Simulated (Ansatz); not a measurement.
```xyz
2
Lattice="0.0000 2.1055 2.1055 2.1055 0.0000 2.1055 2.1055 2.1055 0.0000" Properties=species:S:1:pos:R:3 pbc="T T T"
Mg    0.0000    0.0000    0.0000
O     2.1055    2.1055    2.1055
```

```json
{
 "orbitals": "r²SCAN",
 "datasets": "hard PAW set made for 700 eV, made with PBE",
 "k mesh": "4×4×4",
 "empty bands": "86",
 "response cutoff": "113.3 eV",
 "wave cutoff": "700 eV",
 "frequencies": "contour deformation",
 "q → 0 term": "analytic weight of Carrier, Rohra and Görling",
 "points solved": "Γ, L, X",
 "band sums": "cut at the band count"
}
```

Program: Ansatz. The Kohn-Sham gap (direct at Γ) is 5.63 eV and the electronic dielectric constant on this mesh 2.9.

(1) By how much does G0W0 change the gap?

## Answers

(1) By +1.89 eV, to 7.52 eV. The valence edge moves by -1.02 eV (Z = 0.81) and the conduction edge by +0.87 eV (Z = 0.86).

The mesh is coarse, so these are values at the stated settings, not converged ones. Band sums or response are cut, so the gap isn't at its basis limit. With r²SCAN or HSE06 the Kohn-Sham levels are generalised ones.
